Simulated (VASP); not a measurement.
# SiC (Moissanite) (P6_3mc) in VASP: notebook, part 2 of 2

VASP 6.6.1. Earlier steps stand in the parts before.

## 3. Dielectric tensor, PBE

The input, INCAR:

```
SYSTEM = SiC
PREC = Accurate
ENCUT = 400
EDIFF = 1E-8
ISMEAR = 0
SIGMA = 0.01
LREAL = .False.
LASPH = .True.
NELM = 100
ALGO = Normal
ISIF = 2
LWAVE = .False.
LCHARG = .False.
GGA = PE
LEPSILON = .True.
```

The input, KPOINTS:

```
Automatic mesh
0
Gamma
  4 4 2
  0 0 0
```

The input, POSCAR:

```
SiC
1.0
    3.0760000000      0.0000000000      0.0000000000
   -1.5380000000      2.6638941420      0.0000000000
    0.0000000000      0.0000000000      5.0480000000
Si C
2 2
Direct
    0.6666666667      0.3333333333      0.5000000000
    0.3333333333      0.6666666667      0.0000000000
    0.6666666667      0.3333333333      0.8850000000
    0.3333333333      0.6666666667      0.3850000000
```

Potentials or basis: VASP PAW PBE potentials, release 64 (Si, C).

On the command line:

```bash
> cat potpaw_PBE.64/Si/POTCAR potpaw_PBE.64/C/POTCAR > POTCAR
> mpirun -np 1 vasp_std > vasp.out
```

OUTCAR:

```text
SYSTEM = SiC
   PREC = Accurate
   ENCUT = 400
   EDIFF = 1E-8
   ISMEAR = 0
   LREAL = .False.
   LASPH = .True.
   NELM = 100
   ISIF = 2
   GGA = PE
   LEPSILON = .True.

 Found      8 irreducible k-points:

 Following reciprocal coordinates:
            Coordinates               Weight
  0.000000  0.000000  0.000000      1.000000
  0.250000  0.000000  0.000000      6.000000
  0.500000  0.000000  0.000000      3.000000
  0.250000  0.250000  0.000000      6.000000
  0.000000  0.000000  0.500000      1.000000
  0.250000  0.000000  0.500000      6.000000
   k-points           NKPTS =      8   k-points in BZ     NKDIM =      8   number of bands    NBANDS=     12
   number of dos      NEDOS =    301   number of ions     NIONS =      4
   total plane-waves  NPLWV =  14400
   dimension x,y,z NGX =    20 NGY =   20 NGZ =   36
   dimension x,y,z NGXF=    40 NGYF=   40 NGZF=   72
   ions per type =               2   2
   NGX,Y,Z   is equivalent  to a cutoff of  10.81, 10.81, 11.86 a.u.
   NGXF,Y,Z  is equivalent  to a cutoff of  21.62, 21.62, 23.71 a.u.
 SYSTEM =  SiC
   PREC   = accura    normal or accurate (medium, high low for compatibility)
   ISTART =      0    job   : 0-new  1-cont  2-samecut
   ICHARG =      2    charge: 1-file 2-atom 10-const
   ISPIN  =      1    spin polarized calculation?
   LNONCOLLINEAR =      F non collinear calculations
   LSORBIT =      F    spin-orbit coupling
   LASPH  =      T    aspherical Exc in radial PAW
   ENCUT  =  400.0 eV  29.40 Ry    5.42 a.u.   5.02  5.02  8.23*2*pi/ulx,y,z
   NELM   =    100;   NELMIN=  2; NELMDL= -5     # of ELM steps
   EDIFF  = 0.1E-07   stopping-criterion for ELM
   LREAL  =      F    real-space projection
   EDIFFG = 0.1E-06   stopping-criterion for IOM
   NSW    =      0    number of steps for IOM
   IBRION =     -1    ionic relax: 0-MD 1-quasi-New 2-CG
   NFREE  =      0    steps in history (QN), initial steepest desc. (CG)
[... 172 lines left out ...]
           0.000000     0.000000     7.300099
 ------------------------------------------------------

 Free energy of the ion-electron system (eV)
  ---------------------------------------------------
  ---------------------------------------------------
  free energy    TOTEN  =        -0.92638799 eV

  energy without entropy =       -0.92638799

------------------------ aborting loop because EDIFF is reached ----------------------------------------

--------------------------------------- Ionic step        2  -------------------------------------------

------------------------ aborting loop because EDIFF is reached ----------------------------------------

--------------------------------------- Ionic step        3  -------------------------------------------

 Free energy of the ion-electron system (eV)
  ---------------------------------------------------
  ---------------------------------------------------
  free energy    TOTEN  =        -0.74857351 eV

  energy without entropy =       -0.74857351

------------------------ aborting loop because EDIFF is reached ----------------------------------------

 PIEZOELECTRIC TENSOR FIELD DIRECTION 3  (e Angst)
 -----------------------------------------------------------------------------
     1.26694  0.00000  0.00000           (  0.05689  0.00000  0.00000)
     0.00000  1.26694  0.00000           (  0.00000  0.05689  0.00000)
     0.00000 -0.00000 -1.99911           (  0.00000  0.00000 -0.12086)

 PIEZOELECTRIC TENSOR FIELD DIRECTION 3  (C/m^2)
 -----------------------------------------------------------------------------
     0.49073  0.00000  0.00000
     0.00000  0.49073  0.00000
     0.00000 -0.00000 -0.77433

 MACROSCOPIC STATIC DIELECTRIC TENSOR (including local field effects in DFT)
 ------------------------------------------------------
           8.544408     0.000000     0.000000
           0.000000     8.544408     0.000000
           0.000000     0.000000     7.078054
 ------------------------------------------------------

 PIEZOELECTRIC TENSOR (including local field effects)  for field in x, y, z        (e  Angst)
          XX          YY          ZZ          XY          YZ          ZX
  --------------------------------------------------------------------------------
  x     0.00000    -0.00000     0.00000    -0.00000     0.00000     1.50560
  y     0.00000     0.00000    -0.00000     0.00000     1.50560     0.00000
  z     1.26694     1.26694    -1.99911     0.00000     0.00000     0.00000

 PIEZOELECTRIC TENSOR (including local field effects)  for field in x, y, z        (C/m^2)
          XX          YY          ZZ          XY          YZ          ZX
  --------------------------------------------------------------------------------
  x     0.00000    -0.00000     0.00000    -0.00000     0.00000     0.58317
  y     0.00000     0.00000    -0.00000     0.00000     0.58317     0.00000
  z     0.49073     0.49073    -0.77433     0.00000     0.00000     0.00000

 BORN EFFECTIVE CHARGES (including local field effects) (in |e|, cummulative output)
 ---------------------------------------------------------------------------------
 ion    1
    1     2.84129     0.00000     0.00000
    2     0.00000     2.84129     0.00000
    3     0.00000     0.00000     2.87382
 ion    2
    1     2.84129     0.00000     0.00000
    2     0.00000     2.84129     0.00000
    3     0.00000    -0.00000     2.87382
 ion    3
    1    -2.84129    -0.00000     0.00000
    2     0.00000    -2.84129    -0.00000
    3     0.00000     0.00000    -2.87382
 ion    4
    1    -2.84129     0.00000     0.00000
    2     0.00000    -2.84129    -0.00000
    3     0.00000     0.00000    -2.87382
```

OSZICAR:

```text
[... 13 lines left out ...]
RMM:   4    -0.741019849937E+00   -0.31878E-01   -0.17744E-02   317   0.874E-01    0.124E-01
RMM:   5    -0.747943496233E+00   -0.69236E-02   -0.54799E-04   322   0.183E-01    0.153E-02
RMM:   6    -0.748299616708E+00   -0.35612E-03   -0.89679E-06   334   0.228E-02    0.680E-03
RMM:   7    -0.748509246931E+00   -0.20963E-03   -0.10731E-06   331   0.899E-03    0.136E-03
RMM:   8    -0.748575016132E+00   -0.65769E-04   -0.18713E-07   342   0.309E-03    0.394E-04
RMM:   9    -0.748571975350E+00    0.30408E-05    0.17699E-08   333   0.686E-04    0.240E-04
RMM:  10    -0.748573809792E+00   -0.18344E-05    0.16692E-07   326   0.406E-04    0.389E-05
RMM:  11    -0.748573504209E+00    0.30558E-06   -0.96522E-08   227   0.812E-05    0.157E-05
RMM:  12    -0.748573505330E+00   -0.11207E-08    0.20035E-08   169   0.690E-05    0.723E-06
```

stdout:

```text
POSCAR found type information on POSCAR SiC
 POSCAR found :  2 types and       4 ions
 scaLAPACK will be used
 LDA part: xc-table for (Slater+PW92), standard interpolation
 POSCAR, INCAR and KPOINTS ok, starting setup
 FFT: planning ... GRIDC
 FFT: planning ... GRID_SOFT
 FFT: planning ... GRID
 WAVECAR not read
 entering main loop
 Linear response reoptimize wavefunctions to high precision
 Linear response G [H, r] |phi>, progress :
  Direction:   1
 Linear response G [H, r] |phi>, progress :
  Direction:   2
 Linear response G [H, r] |phi>, progress :
  Direction:   3
 Linear response to external field (no local field effect), progress :
  Direction:   1
 dielectric tensor                  component  1 :     6.938    -3.456    -0.000
 Linear response to external field (no local field effect), progress :
  Direction:   2
 dielectric tensor                  component  2 :    -3.456    10.682    -0.000
 Linear response to external field (no local field effect), progress :
  Direction:   3
 dielectric tensor                  component  3 :     0.000     0.000     7.300
 Linear response to external field, progress :
  Direction:   1
 dielectric tensor                  component  1 :     8.544    -2.285     0.000
 Linear response to external field, progress :
  Direction:   2
 dielectric tensor                  component  2 :    -2.285     8.544    -0.000
 Linear response to external field, progress :
  Direction:   3
 dielectric tensor                  component  3 :     0.000     0.000     7.078
 Born effective charges drift removed
```

Wall time 38 s (1 thread of Intel Xeon Platinum 8259CL at 2.50GHz (Skylake/Cascade Lake), shared host); peak memory 0.14 GiB.

These settings aren't checked as converged: the numbers below hold their error.

What came out:

* Band gap on the k mesh: 2.57 eV, indirect (least direct gap 4.06 eV)
* Electronic dielectric tensor (diagonal): 8.54, 8.54, 7.08
* Born charges (mean of the diagonal): Si +2.85; C -2.85 e

Caveat: the k mesh is coarse (spacing up to 0.62 Å⁻¹), so the values aren't converged.

## 4. Dielectric tensor, PBE

INCAR, as its differences from that of step 3:

```diff
@@ -2,3 +2,3 @@
 PREC = Accurate
-ENCUT = 400
+ENCUT = 520
 EDIFF = 1E-8
```

KPOINTS is that of step 3.

POSCAR is that of step 3.

Potentials or basis: VASP PAW PBE potentials, release 64 (Si, C).

On the command line:

```bash
> cat potpaw_PBE.64/Si/POTCAR potpaw_PBE.64/C/POTCAR > POTCAR
> mpirun -np 1 vasp_std > vasp.out
```

OUTCAR:

```text
SYSTEM = SiC
   PREC = Accurate
   ENCUT = 520
   EDIFF = 1E-8
   ISMEAR = 0
   LREAL = .False.
   LASPH = .True.
   NELM = 100
   ISIF = 2
   GGA = PE
   LEPSILON = .True.

 Found      8 irreducible k-points:

 Following reciprocal coordinates:
            Coordinates               Weight
  0.000000  0.000000  0.000000      1.000000
  0.250000  0.000000  0.000000      6.000000
  0.500000  0.000000  0.000000      3.000000
  0.250000  0.250000  0.000000      6.000000
  0.000000  0.000000  0.500000      1.000000
  0.250000  0.000000  0.500000      6.000000
   k-points           NKPTS =      8   k-points in BZ     NKDIM =      8   number of bands    NBANDS=     12
   number of dos      NEDOS =    301   number of ions     NIONS =      4
[... 237 lines left out ...]
           8.542814     0.000000    -0.000000
           0.000000     8.542814    -0.000000
           0.000000     0.000000     7.079773
 ------------------------------------------------------

 PIEZOELECTRIC TENSOR (including local field effects)  for field in x, y, z        (e  Angst)
          XX          YY          ZZ          XY          YZ          ZX
  --------------------------------------------------------------------------------
  x     0.00000    -0.00000     0.00000    -0.00000     0.00000     1.51061
  y    -0.00000     0.00000     0.00000     0.00000     1.51061     0.00000
  z     1.27144     1.27144    -2.00611     0.00000     0.00000     0.00000

 PIEZOELECTRIC TENSOR (including local field effects)  for field in x, y, z        (C/m^2)
          XX          YY          ZZ          XY          YZ          ZX
  --------------------------------------------------------------------------------
  x     0.00000    -0.00000     0.00000    -0.00000     0.00000     0.58511
  y    -0.00000     0.00000     0.00000     0.00000     0.58511     0.00000
  z     0.49247     0.49247    -0.77704     0.00000     0.00000     0.00000

 BORN EFFECTIVE CHARGES (including local field effects) (in |e|, cummulative output)
 ---------------------------------------------------------------------------------
 ion    1
    1     2.84181    -0.00000     0.00000
    2     0.00000     2.84181     0.00000
    3     0.00000     0.00000     2.87419
 ion    2
    1     2.84181     0.00000     0.00000
    2    -0.00000     2.84181     0.00000
    3    -0.00000    -0.00000     2.87419
 ion    3
    1    -2.84181     0.00000     0.00000
    2     0.00000    -2.84181     0.00000
    3     0.00000     0.00000    -2.87419
 ion    4
    1    -2.84181     0.00000    -0.00000
    2     0.00000    -2.84181     0.00000
    3     0.00000     0.00000    -2.87419
```

OSZICAR:

```text
[... 13 lines left out ...]
RMM:   4    -0.741665023684E+00   -0.32245E-01   -0.17786E-02   318   0.879E-01    0.124E-01
RMM:   5    -0.748650155502E+00   -0.69851E-02   -0.55398E-04   322   0.186E-01    0.152E-02
RMM:   6    -0.749041213061E+00   -0.39106E-03   -0.98302E-06   337   0.236E-02    0.677E-03
RMM:   7    -0.749239591658E+00   -0.19838E-03   -0.14550E-06   331   0.897E-03    0.147E-03
RMM:   8    -0.749311095146E+00   -0.71503E-04   -0.63986E-07   340   0.358E-03    0.399E-04
RMM:   9    -0.749307915806E+00    0.31793E-05   -0.41993E-07   337   0.110E-03    0.249E-04
RMM:  10    -0.749309505397E+00   -0.15896E-05   -0.13544E-07   334   0.874E-04    0.449E-05
RMM:  11    -0.749309360417E+00    0.14498E-06   -0.41508E-06   260   0.575E-04    0.172E-05
RMM:  12    -0.749309419628E+00   -0.59211E-07   -0.38158E-07   171   0.542E-04    0.533E-06
```

It took 50 s on 1 thread of Intel Xeon Platinum 8259CL at 2.50GHz (Skylake/Cascade Lake), shared host; peak memory 0.16 GiB.

These settings aren't checked as converged: the numbers below hold their error.

What came out:

| Quantity | Value |
| --- | --- |
| Band gap on the k mesh | 2.57 eV, indirect (least direct gap 4.06 eV) |
| Electronic dielectric tensor (diagonal) | 8.54, 8.54, 7.08 |
| Born charges (mean of the diagonal) | Si +2.85; C -2.85 e |

Caveat: the k mesh is coarse (spacing up to 0.62 Å⁻¹), so the values aren't converged.
